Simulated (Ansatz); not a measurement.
The system is TiSi2.

```
Ti Si
1.0
     0.00000    4.11752    4.26290
     2.38951    0.00000    4.26290
     2.38951    4.11752    0.00000
Ti Si
2 4
Direct
  0.75000 0.75000 0.75000
  0.50000 0.50000 0.50000
  0.41257 0.08743 0.41257
  0.08743 0.41257 0.08743
  0.16257 0.83743 0.16257
  0.83743 0.16257 0.83743
```

The cell is a database's computed one.

Base run:

```yaml
Program: Ansatz 0.2.0
Functional: BLYP
Potentials_or_basis: Ansatz PAW
Cutoff: "420 eV (not typed: the program's choice for these potentials)"
k_mesh: 7 × 7 × 7
Occupations: fermi-dirac, width 0.05 eV
Spin: no spin polarisation
```

Its results: band gap on the k mesh none (metal or under the smearing width); pressure 8.9 GPa; largest force 0.017 eV/Å.

Problem. The run is repeated on the same cell with these changes: functional from BLYP to PBE. What comes out?

Solution. Band gap on the k mesh none (metal or under the smearing width); pressure 2.1 GPa; largest force 0.020 eV/Å.

PBE binds more tightly than BLYP, so the same cell stands under less pressure.

Caveats: the density of states is complete only up to the lowest level of the last band computed; the PAW data sets come from PBE, with cores solved anew for the run's functional, which leaves a small shift of forces and pressure (some runs).
